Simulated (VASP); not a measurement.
Runs of VASP 6.6.1 on BN. The cell holds a slab with vacuum, 4 atoms: a = 2.508 Å, b = 2.508 Å, c = 21.318 Å, α = 90.00°, β = 90.00°, γ = 120.00°. 

```tsv
level	potentials or basis	k mesh	grid for exact exchange (PRECFOCK)	screening parameter	exchange at q = 0	gap on the mesh (eV)	largest force (eV/Å)
PBE+D3(BJ)	VASP PAW PBE potentials, release 64 (B, N)	15 × 15 × 1	-	-	-	(c)	-
r2SCAN	VASP PAW PBE potentials, release 64 (B, N)	15 × 15 × 1	-	-	-	5.16	0.02
HSE06	VASP PAW PBE potentials, release 64 (B, N)	9 × 9 × 1	Fast	0.2 1/A	-	(b)	0.04
PBE+D3(BJ)	VASP PAW PBE potentials, release 64 (B, N)	9 × 9 × 1	-	-	-	(a)	-
PBE0	VASP PAW PBE potentials, release 64 (B, N)	9 × 9 × 1	Fast	-	truncated	6.45	0.04
LDA	VASP PAW LDA potentials, release 64 (B, N)	15 × 15 × 1	-	-	-	4.36	0.03
```

Alike in all rows: task band structure; no spin polarisation; cell as given; cutoff (eV) 520; smearing gaussian 0.03 eV.

Task: Fill in the values left out.

Result: (a) 4.58; (b) 5.85; (c) 4.53.

Caveats: the PAW data sets were made with another functional, which shifts forces and pressure a little (some runs).

A k mesh can miss the band edges.

Not every run made on this cell is shown here.
